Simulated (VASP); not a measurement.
# CsSnI₃: restarted molecular dynamics, 2 variants

CsSnI₃, Pm-3m (no. 221), 10 atoms in the cell. PBE, molecular dynamics; PAW potentials Cs_sv, I, Sn (PBE set).

| Restart from | Temperature at the end (K) | The same without a restart (K) | Potential energy at the end (eV/atom) | The same without a restart (eV/atom) | Electronic steps in the first step after the restart | Time (s) |
|---|---|---|---|---|---|---|
| CONTCAR with velocities, WAVECAR read | 468.0 | 468.0 | -2.78182 | -2.78182 | 4 | 242 |
| CONTCAR with velocities, no WAVECAR | 468.0 | 468.0 | -2.78181 | -2.78182 | 15 | 247 |

Limits: 240 fs of 10 atoms are too short for converged averages.

## Input of the first row

INCAR.step1:
```
GGA      = PE             # functional
PREC     = Normal         # precision mode
ENCUT    = 220            # plane-wave cutoff, eV
EDIFF    = 1E-6           # SCF threshold, eV
NELMIN   = 4            
NELM     = 60             # most SCF steps
ALGO     = Normal         # electronic algorithm
LREAL    = Auto         
LASPH    = T              # aspherical terms in the spheres
ISMEAR   = 0              # smearing method
SIGMA    = 0.05           # smearing width, eV
ISYM     = 0            
LWAVE    = T              # write WAVECAR
LCHARG   = F              # write CHGCAR
IBRION   = 0              # ionic algorithm
NSW      = 30             # ionic steps
POTIM    = 4.0            # step
TEBEG    = 1000         
ISIF     = 2              # what is computed and relaxed
RANDOM_SEED= 417476 0 0   
MDALGO   = 2            
SMASS    = -3           
KPAR     = 2             
```

INCAR.step2, as INCAR.step1 but for:
```
- LWAVE = T
+ LWAVE = F
```

KPOINTS:
```
k-points
0
Monkhorst-Pack
  2 2 1
```

POSCAR.step1:
```
CsSnI3
1.0
    6.2057000000      0.0000000000      0.0000000000
    0.0000000000      6.2057000000      0.0000000000
    0.0000000000      0.0000000000     12.4114000000
Cs I Sn
2 6 2
Direct
    0.0000000000      0.0000000000      0.0000000000
    0.0000000000      0.0000000000      0.5000000000
    0.5000000000      0.5000000000      0.0000000000
    0.5000000000      0.5000000000      0.5000000000
    0.5000000000      0.0000000000      0.2500000000
    0.5000000000      0.0000000000      0.7500000000
    0.0000000000      0.5000000000      0.2500000000
    0.0000000000      0.5000000000      0.7500000000
    0.5000000000      0.5000000000      0.2500000000
    0.5000000000      0.5000000000      0.7500000000
```

Commands (each step's output is kept before the next begins):
```
cat potpaw_PBE.64/Cs_sv/POTCAR potpaw_PBE.64/I/POTCAR potpaw_PBE.64/Sn/POTCAR > POTCAR
cp INCAR.step1 INCAR
cp POSCAR.step1 POSCAR
mpirun -np 2 vasp_std > vasp.out
cp CONTCAR POSCAR
cp INCAR.step2 INCAR
mpirun -np 2 vasp_std > vasp.out
```

Changes of the last row against the first:
```
(step 1)
- LWAVE = True
+ LWAVE = False
```

VASP 6.6.1 took 242 s on 2 cores (Intel Xeon Platinum 8375C @ 2.90GHz (Ice Lake)), a shared host.
